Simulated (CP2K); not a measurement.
# Rb under changes of volume

One of the cells (88.043 Å³/atom); the others are scaled copies at fixed shape and fractional positions:

```
CELL_PARAMETERS angstrom
4.85407 0.00000 0.00000
-1.61802 4.57646 0.00000
-1.61802 -2.28823 3.96333
ATOMIC_POSITIONS crystal
Rb 0.00000 0.00000 0.00000
```

```yaml
Program: CP2K 2026.2
Functional: LDA
Potentials_or_basis: GTH_POTENTIALS Rb GTH-PADE-q9; TZVP-MOLOPT-PBE-GTH basis
Density_cutoff: 6123 eV
k_mesh: 7 × 7 × 7
Occupations: fermi-dirac, width 0.1 eV
Spin: no spin polarisation
```

```csv
volume (Å³/atom),energy over the lowest point (meV/atom),pressure (GPa)
82.761,0.00,-0.2
84.522,2.46,-0.2
86.283,5.52,-0.3
88.043,9.13,-0.3
89.804,13.23,-0.4
91.565,17.78,-0.4
93.326,?,?
```

Problem. What does the run at 93.326 Å³/atom give?

Solution. Energy over the lowest point 22.71 meV/atom; pressure -0.5 GPa.

Worked out: A Birch-Murnaghan fit of order 3 (a polynomial in V^(-2/3)) to the other rows has no minimum within the range. It gives 22.73 meV/atom at 93.326 Å³/atom, against the run's 22.71, and -dE/dV = -0.5 GPa, against -0.5.

Energies are extrapolated to zero smearing.

Caveats: the basis of atomic orbitals isn't converged, which shifts pressures, moduli and gaps.
